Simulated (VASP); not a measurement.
Set up this calculation in VASP 6.6.1, as the native input.

```yaml
Task: single point
Functional: r2SCAN
Potentials_or_basis: VASP PAW PBE potentials, release 64 (Cd, Se)
Cutoff: 520 eV
k_mesh: 6 × 6 × 3
Occupations: fermi-dirac, width 0.02 eV
Spin: no spin polarisation
Further_INCAR_settings: ALGO = Normal; EDIFF = 1e-06
```

The structure of CdSe (Cadmoselite) lies in POSCAR:

```
CdSe
1.0
    4.3000000000      0.0000000000      0.0000000000
   -2.1500000000      3.7239092363      0.0000000000
    0.0000000000      0.0000000000      7.0200000000
Cd Se
2 2
Direct
    0.3333333333      0.6666666667      0.0000000000
    0.6666666667      0.3333333333      0.5000000000
    0.3333333333      0.6666666667      0.3850000000
    0.6666666667      0.3333333333      0.8850000000
```

These files were run (other wordings do the same):

INCAR

```
SYSTEM = CdSe
  PREC = Accurate
  ENCUT = 520
  EDIFF = 1E-6
  ISMEAR = -1
  SIGMA = 0.02
  LREAL = .False.
  LASPH = .True.
  NELM = 60
  ALGO = Normal
  ISIF = 2
  LWAVE = .False.
  LCHARG = .True.
  METAGGA = R2SCAN
  LMIXTAU = .True.
  LVHAR = .True.
  KPAR = 4
```

KPOINTS

```
Automatic mesh
0
Gamma
  6 6 3
  0 0 0
```

Potentials or basis: VASP PAW PBE potentials, release 64 (Cd, Se).

Launch:

```bash
$ cat potpaw_PBE.64/Cd/POTCAR potpaw_PBE.64/Se/POTCAR > POTCAR
$ mpirun -np 4 vasp_std > vasp.out
```

It gave:

```
Pressure               : 1.9 GPa
Largest force          : 0.287 eV/Å
Band gap on the k mesh : 1.19 eV, direct
```

Caveat: the PAW data sets were made with another functional, which shifts forces and pressure a little.

Wall time 76 s on 4 MPI ranks on AMD EPYC 7R13 Processor (Zen 3) (shared host), peak memory 0.24 GiB a rank.
